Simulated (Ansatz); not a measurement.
# Uniaxial strain in Ga2O3

Cell: a structure deposited in the COD, ions relaxed with PBE at fixed cell.

```
Ga O
1.0
     6.10700   -1.51855    0.00000
     6.10700    1.51855    0.00000
    -1.38599    0.00000    5.63001
Ga O
4 6
Cartesian
  0.0114 0.0000 4.4776
  10.8166 0.0000 1.1524
  7.6218 0.0000 1.7607
  3.2062 0.0000 3.8693
  1.9133 0.0000 0.6105
  8.9147 0.0000 5.0195
  1.3267 0.0000 3.1546
  9.5013 0.0000 2.4754
  5.7151 0.0000 1.4284
  5.1129 0.0000 4.2017
```

Sites (sets of like atoms) are named by element and the number of their first atom in this list.

The numbers come from a DFT calculation in Ansatz (PBE, plane waves and PAW, scalar-relativistic, 420 eV cutoff, Γ-centred 10×10×6 k-points, Fermi–Dirac smearing 0.02 eV).

The cell is stretched along z (the third Cartesian axis of the run's cell), x and y held, and the ions relax again each time. Tension counts as positive.

| strain along z (%) | stress along z (GPa) | stress along x (GPa) | gap on the k-mesh (eV) |
| --- | --- | --- | --- |
| -3 | -19.2 | -12.9 | 2.55 |
| -2 | -15.5 | -11.2 | 2.51 |
| -1 | ? | ? | ? |
| 0 | -8.4 | -8.1 | 2.38 |
| +1 | -5.1 | -6.5 | 2.30 |
| +2 | -1.8 | -5.1 | 2.21 |
| +3 | 1.3 | -3.8 | 2.13 |

Q: Estimate the row at -1 % from the others.

A: stress along z (GPa): -12.0; stress along x (GPa): -9.6; gap on the k-mesh (eV): 2.46. Worked: parabolas through the other 6 rows give -11.9 and -9.6 GPa at -1 %. Their slopes at zero strain are 342 GPa (the stiffness along z) and 153 GPa (the coupling of z to x). They hold at this cell, where the calculated pressure is 8.4 GPa. The gap closes by 79 meV per per cent of stretch between the rows next to zero strain; the parabola gives 2.45 eV for the withheld row.

PBE gaps are too small, by a third to a half in many semiconductors; their changes with strain are better.

All values belong to this cell and structure model.
